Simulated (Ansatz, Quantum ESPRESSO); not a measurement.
**ZnSe (001), zinc blende: biaxial strain and the free axis**

A thin film takes the in-plane lattice of its substrate and is free along the normal. How do the free axis and the stress follow the misfit? The strained cell has c along the film normal; unstrained it is a = 3.9801 Å, b = 3.9801 Å, c = 5.6287 Å, α = 90.00°, β = 90.00°, γ = 90.00°, with 4 atoms.

Calculated with Quantum ESPRESSO 7.5, PBEsol, GBRV 1.5 ultrasoft potentials, cutoff 680 eV, Fermi–Dirac smearing 0.02 eV, k-mesh 7×7×5, no spin polarisation, no spin-orbit coupling.

Relaxed positions at 0 %:

```csv
atom,x,y,z
Se,0.5000,0.0000,0.7500
Se,0.0000,0.5000,0.2500
Zn,0.0000,0.0000,0.0000
Zn,0.5000,0.5000,0.5000
```

| ε∥ (%) | a (Å) | c (Å) | ε⊥ (%) | σ (GPa, tension positive) |
| --- | --- | --- | --- | --- |
| −3 | 3.8607 | 5.8257 | 3.500 | −2.65 |
| −1 | 3.9403 | 5.6951 | 1.179 | −0.84 |
| 0 | 3.9801 | 5.6274 | −0.022 | −0.03 |
| 1 | 4.0199 | 5.5604 | −1.213 | 0.75 |
| 2 | 4.0597 | 5.4923 | −2.424 | 1.48 |
| 3 | 4.0995 | 5.4223 | −3.667 | 2.16 |

**Question.** Fit both responses and give the free strain and the stress at −2 %, a row left out above.

Least squares with y = y0 + y1 ε + y2 ε² (ε in %) gives ε⊥ = −0.012 + (−1.1939) ε + (−0.0077) ε² and σ = −0.02 + (0.801) ε + (−0.025) ε² GPa. The linear terms put the ratio of free to applied strain at −1.194 and the biaxial modulus at 80 GPa.

At −2 % the free strain comes out as 2.345 %. The run itself gives 2.339 %, so the estimate misses by 0.006 %; the fitted rows themselves lie up to 0.010 % off the law.

The stress comes out as −1.72 GPa. The run itself gives −1.72 GPa, so the estimate misses by 0.00 GPa, a rounding's worth.

For a cubic crystal strained in (001), ε⊥/ε∥ = −R with R = 2C12/C11, the modulus is C11 + C12 − 2C12²/C11 = C11(1 + R/2 − R²/2), so C11 = 91 GPa and C12 = 54 GPa.

The negative ε² term means that the crystal stiffens in compression and softens in tension.

The same fit over all rows at other levels or in other programs gives the strain ratio = −1.196 with PBEsol (Ansatz).

[Logs are printed without paths, hosts, clocks, repeated set-up lines and the standing remarks that a program may print on its own settings, such as how far it seeks lower states.]
